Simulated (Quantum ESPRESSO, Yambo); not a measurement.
# BAs (F-43m): G0W0 with Yambo, start to end, part 3 of 3

Wanted: ground state, empty states, screening and self-energy for BAs (F-43m).

Quantum ESPRESSO 7.5 and Yambo 5.3.0; PBE and many-body steps on it, plane waves. Known limits of the many-body steps: not at the basis limit; exchange with frozen shells missing; no spin-orbit coupling.

So far. Step 3 (Bands along the symmetry lines): The gap is 1.209 eV, as in the run before at this level. Step 4 (Empty states on the mesh, 6×6×6 mesh, 184 bands): On this mesh the gap is 1.294 eV. The earlier step found 1.209 eV, so this mesh misses an edge.

## Step 6: Screening and self-energy, 6×6×6 mesh, 184 bands, screening to 217.7 eV

G0W0 replaces the xc potential by the self-energy, built once from these orbitals. Only a window of levels is corrected, while the sums run over the empty bands that the input names.

This step: G0W0 on PBE, plane waves, norm-conserving pseudopotentials.

The input, gw3.in:

```
HF_and_locXC
gw0
dyson
ppa
em1d
rim_cut
RandQpts= 1000000
RandGvec= 1 RL
EXXRLvcs= 76 Ry
VXCRLvcs= 304 Ry
Chimod= "HARTREE"
% BndsRnXp
 1 | 184 |
%
NGsBlkXp= 16 Ry
% LongDrXp
 1 | 1 | 1 |
%
% GbndRnge
 1 | 184 |
%
DysSolver= "n"
ExtendOut
PPAPntXp= 27.21138 eV
% QPkrange
 1 | 1 | 8 | 11 |
 10 | 10 | 8 | 11 |
%
```

On the command line:

```bash
> OMP_NUM_THREADS=1 mpirun -n 4 yambo -F gw3.in -J gw3 -C gw3 > gw3.log
```

What it wrote:

```text
 Yambo, version 5.3.0

 [02] CORE Variables Setup
 =========================

  [... cell, symmetries and grids as in the set-up ...]

  [02.05] Energies & Occupations
  ==============================

  [X] === General ===
  [X] Electronic Temperature                        :  0.000000  0.000000 [eV K]
  [X] Bosonic    Temperature                        :  0.000000  0.000000 [eV K]
  [X] Finite Temperature mode                       : no
  [X] El. density                                   :  0.66049E+24 [cm-3]
  [X] Fermi Level                                   :  11.34311 [eV]

  [X] === Gaps and Widths ===
  [X] Conduction Band Min                           :  1.294135 [eV]
  [X] Valence Band Max                              :  0.000000 [eV]
  [X] Filled Bands                                  :   9
  [X] Empty Bands                                   :   10  184
  [X] Direct Gap                                    :  3.292229 [eV]
  [X] Direct Gap localized at k                     :  1
  [X] Indirect Gap                                  :  1.294135 [eV]
  [X] Indirect Gap between kpts                     :   1  10
  [X] Last valence band width                       :  4.947480 [eV]
  [X] 1st conduction band width                     :  3.060953 [eV]

 [03] Transferred momenta grid and indexing
 ==========================================

 IBZ Q-points                                      :  16
 BZ  Q-points                                      :  216

 K/Q-points units:
 rlu = crystal or reduced units; cc = cartesian coordinates; iku = interal k-units

 Q [ 1]         [rlu]:  0.000000  0.000000  0.000000
 Q [ 2]         [rlu]: -0.44040E-17 -0.44040E-17  0.16667
 Q [ 3]         [rlu]: -0.88081E-17 -0.88081E-17  0.33333
 Q [ 4]         [rlu]: -0.63303E-17 -0.63303E-17 -0.50000
 Q [ 5]         [rlu]: -0.90023E-17  0.16667      0.16667
 Q [ 6]         [rlu]: -0.14373E-16  0.16667      0.33333
 Q [ 7]         [rlu]:  0.33135E-17  0.16667      0.50000
 Q [ 8]         [rlu]: -0.63303E-17  0.16667     -0.33333
 Q [ 9]         [rlu]:  0.28747E-16  0.16667     -0.16667
 Q [10]         [rlu]: -0.18005E-16  0.33333      0.33333
     [... 4 further rows ...]
 Q [15]         [rlu]:  0.166667  0.333333 -0.333333
 Q [16]         [rlu]:  0.166667 -0.500000 -0.333333

 [04] Coloumb potential Random Integration (RIM)
 ===============================================

  [04.01] RIM initialization
  ==========================

  * Diagonal components only detected *

  8 x (sBL volume)        :  0.049954 [a.u.]
  sBZ random points       :  1000000
  Points outside the sBZ  :   7968281
  RL volume               :  1.348768 [a.u.]
  Integrated volume       :  1.354137 [a.u.]

  [04.02] RIM integrals
  =====================

  Gamma point sphere radius             :  0.066805 [a.u.]
  Points outside the sphere             :   800476
  [Int_sBZ(q=0) 1/q^2]*(Vol_sBZ)^(-1/3) =:  7.776341
                                 should be <:  7.795600

  Summary of Coulomb integrals for non-metallic bands |Q|[au] RIM/Bare

  Q [1] 0.100000E-4 0.997530 * Q [2] 0.200926 1.068930
  Q [5] 0.232009 1.068679 * Q [9] 0.328110 1.029814
  Q [6] 0.384743 1.023420 * Q [3] 0.401851 1.020719
  Q [10] 0.464018 1.017590 * Q [8] 0.505652 1.014476
  Q [14] 0.518788 1.014367 * Q [7] 0.568303 1.012582
  Q [11] 0.602777 1.011829 * Q [4] 0.602777 1.011206
  Q [12] 0.656220 1.010226 * Q [15] 0.686291 1.009617
  Q [13] 0.696026 1.009452 * Q [16] 0.733676 1.008801

 [05] Dipoles
 ============

  [05.01] Setup: observables and procedures
  =========================================

 [06] Dynamic Dielectric Matrix (PPA)
 ====================================

 [WR./gw3//ndb.pp]---------------------------------------------------------------
  Brillouin Zone Q/K grids (IBZ/BZ)                :   16  216   16  216
  RL vectors                                       :  2733 [WF]
  Coulomb cutoff potential                         : none
  Electronic Temperature                           :  0.000000 [K]
  Bosonic    Temperature                           :  0.000000 [K]
  PPA    diel. fun.  energies                      : Perdew, Burke & Ernzerhof(X)+Perdew, Burke & Ernzerhof(C)
  wavefunctions                                    : Perdew, Burke & Ernzerhof(X)+Perdew, Burke & Ernzerhof(C)
  Global Gauge                                     : length
  X matrix size                                    :  229
  X band range                                     :    1  184
  X e/h energy range                               : -1.000000 -1.000000 [eV]
  X Time ordering                                  : R
  X Hxc Kernel                                     : HARTREE
  X Drude frequency                                :  0.000000  0.000000
  X poles                                          :  100.0000 [o/o]
  RL vectors in the sum                            :  2733
  [r,Vnl] included                                 : yes
  Field direction                                  :  0.577350E-5  0.577350E-5  0.577350E-5
  BZ energy Double Grid                            : no
  BZ energy DbGd points                            : 0
  BZ Q point size factor                           : -1.000000
  X Optical Averaged directions                    : none

 [07] Local Exchange-Correlation + Non-Local Fock
 ================================================

 [VXC] Plane waves :  16457
 [EXS] Plane waves :  2109

 QP @ state[ 1 ] K range:  1  1
 QP @ state[ 1 ] b range:   8  11
 QP @ state[ 2 ] K range:  10  10
 QP @ state[ 2 ] b range:   8  11

 [xc] Functional : Perdew, Burke & Ernzerhof(X)+Perdew, Burke & Ernzerhof(C)
 [xc] LIBXC used to calculate xc functional
  PP Number of Atomic Species                      :  2
  NLCC RL compoments                               :  16457
  PP Number of Atomic Species                      :  2
  NLCC RL compoments                               :  16457

 [xc] E_xc :  -12.07688 [Ha]
      E_xc :  -24.15377 [Ry]

  Local XC kind (lXC) : Perdew, Burke & Ernzerhof(X)+Perdew, Burke & Ernzerhof(C)
  Non-Local XC kind (nlXC) : Hartree-Fock

  Corrections @ K [1] :  [eV]
 <8|nlXC|8> = -15.45163 -0.32860E-17 <8|lXC|8> = -13.70138 -0.22502E-20
 <9|nlXC|9> = -15.45160 -0.10568E-17 <9|lXC|9> = -13.70138  0.23559E-16
 <10|nlXC|10> = -8.482466  0.18391E-18 <10|lXC|10> = -12.55019  0.41306E-16
 <11|nlXC|11> = -8.482398  0.46250E-17 <11|lXC|11> = -12.55019 -0.14163E-15

  Corrections @ K [10] :  [eV]
 <8|nlXC|8> = -16.11124  0.11779E-16 <8|lXC|8> = -12.77969  0.47220E-16
 <9|nlXC|9> = -16.11167  0.14943E-16 <9|lXC|9> = -12.77969  0.47203E-16
 <10|nlXC|10> = -7.350570 -0.25478E-17 <10|lXC|10> = -11.35333 -0.94448E-16
 <11|nlXC|11> = -6.180059  0.14504E-17 <11|lXC|11> = -10.88801  0.94436E-16

 [08] Dyson equation: Newton solver
 ==================================

  [08.01] G0W0 (W PPA)
  ====================

  [  GW  ] Bands range     :    1  184
  [GW/PPA] G damping       :  0.100000 [eV]

  QP @ state[ 1 ] K range:  1  1
  QP @ state[ 1 ] b range:   8  11
  QP @ state[ 2 ] K range:  10  10
  QP @ state[ 2 ] b range:   8  11

   Sc/G bands                                       :    1  184
   Sc/G damping                                     :  0.100000 ev
   Sc bands terminator                              : no
   Sx RL components                                 :  2109

   QP @ state[ 1 ] K range                          :  1  1
   QP @ state[ 1 ] b range                          :   8  11
   QP @ state[ 2 ] K range                          :  10  10
   QP @ state[ 2 ] b range                          :   8  11
   GF energies kind                                 : Perdew, Burke & Ernzerhof(X)+Perdew, Burke & Ernzerhof(C)
   GF WF`s kind                                     : Perdew, Burke & Ernzerhof(X)+Perdew, Burke & Ernzerhof(C)
   Xs energies kind                                 : Perdew, Burke & Ernzerhof(X)+Perdew, Burke & Ernzerhof(C)
   Xs WF`s kind                                     : Perdew, Burke & Ernzerhof(X)+Perdew, Burke & Ernzerhof(C)

 [11] Game Over & Game summary
```

Wall time 6.9 min (4 MPI ranks of Arm Neoverse V1, shared host); peak memory 1.8 GiB.

This step gave:

```
G0W0 gap on the points computed              : 2.207 eV
starting gap on the mesh                     : 1.294 eV
k of the valence top                         : 0, 0, 0
k of the conduction bottom                   : 0, 0.3333, 0.3333
least direct G0W0 gap on the computed points : 4.122 eV
Z at the valence top                         : 0.8051
Z at the conduction bottom                   : 0.8145
```

The gap on the mesh goes from 1.29 eV to 2.21 eV, a correction of +0.91 eV. The start differs from the 1.21 eV found before because the two sample other k points.

Limits: finite bands, cutoff and mesh; exchange with frozen shells missing; no spin-orbit coupling. v1 is the top filled band, c1 the lowest empty one. The levels before and after the correction (eV, zero at the valence-band top of each column):

```tsv
	conduction bottom	valence top
Kohn-Sham	1.29	0.00
G0W0	2.21	0.00
```

```tsv
	level	energy (eV)
Kohn-Sham	Γ v2-v1	0.000
Kohn-Sham	Γ c1-c2	3.292
Kohn-Sham	(0 0.333 0.333) v2-v1	-3.451
Kohn-Sham	(0 0.333 0.333) c1	1.294
Kohn-Sham	(0 0.333 0.333) c2	3.157
G0W0	Γ v2-v1	0.000
G0W0	Γ c1-c2	4.122
G0W0	(0 0.333 0.333) v2-v1	-3.672
G0W0	(0 0.333 0.333) c1	2.207
G0W0	(0 0.333 0.333) c2	4.135
```

## Step 7: Where the time went

Times are wall times on the hardware named with each run, good to a factor of about two.

```tsv
step	time	share	memory (GiB)
ground state	4.4 s	1 %	0.21
bands along the symmetry lines	2.7 s	1 %	0.19
empty states on the mesh	15 s	3 %	0.32
conversion and set-up	2.3 s	1 %	0.24
screening and self-energy	6.9 min	95 %	1.8
```

## Step 8: Results

| Item | Value |
| --- | --- |
| PBE gap | 1.21 eV, indirect |
| G0W0 gap on the mesh | 2.21 eV |
| G0W0 gap over the zone (rigid shift) | 2.12 eV |
| GW settings | 6×6×6 mesh, 184 bands, screening to 217.7 eV, Godby-Needs plasmon pole |
| known limits | not at the basis limit; exchange with frozen shells missing; no spin-orbit coupling |

In words: G0W0 moves the gap on the mesh from 1.29 eV to 2.21 eV (+0.91 eV), with Z of 0.81 and 0.81 at the edges. The mesh misses the band edges by 0.08 eV in all; a rigid shift gives 2.12 eV for the zone. Only 2 of the mesh's irreducible points were corrected, so a valley elsewhere could overtake. The dearest step here is «screening and self-energy». Against experiment, by G0W0@PBE: the gap of 2.12 eV lies +0.10 eV from the measured 2.02 eV (indirect, 300 K, 2019); the direct gap of 4.12 eV lies +0.002 eV from the measured 4.12 eV (direct, 300 K, 2019); the gap of 2.12 eV lies +0.30 eV from the measured 1.82 eV (indirect, 300 K, 2019). An exciton line or allowed optical edge lies below the quasiparticle gap by the binding energy; a forbidden edge can push the onset above it. The calculation has static nuclei and no excitons; a measured gap holds zero-point and thermal motion, which mostly lowers it. Bands and cutoff are finite, so the gap is not at the basis limit. The miss can reach some tenths of an eV and take either sign; the mesh is an error of its own. In the G0W0 run levels were corrected at 2 k points alone, so a gap called «on the mesh» is the least over those, and an edge elsewhere would be missed. A denser mesh or path gives a starting gap of 1.21 eV: the GW mesh misses a band edge, so its gaps are not the fundamental one. The norm-conserving file of at least one element keeps a d shell over frozen s and p shells of the same row. Exchange with those shells is missing from the self-energy, an error of 0.3 to 0.9 eV in cases checked, whose sign depends on which edge lies on those atoms. The many-body steps are scalar-relativistic: spin-orbit coupling is not in them.

[Paths, hosts, dates, memory and timing lines, banners, echoed tables and standing remarks are left out of the program output.]

[Logs are printed without paths, hosts, clocks, repeated set-up lines and the standing remarks that a program may print on its own settings, such as how far it seeks lower states.]

[Runs of the session that timed out or met a known fault of the program may be left out.]

[Hosts, paths, dates, database ids (printed as entryN), source tags and the programs' standing remarks are cut or masked in the printed files.]
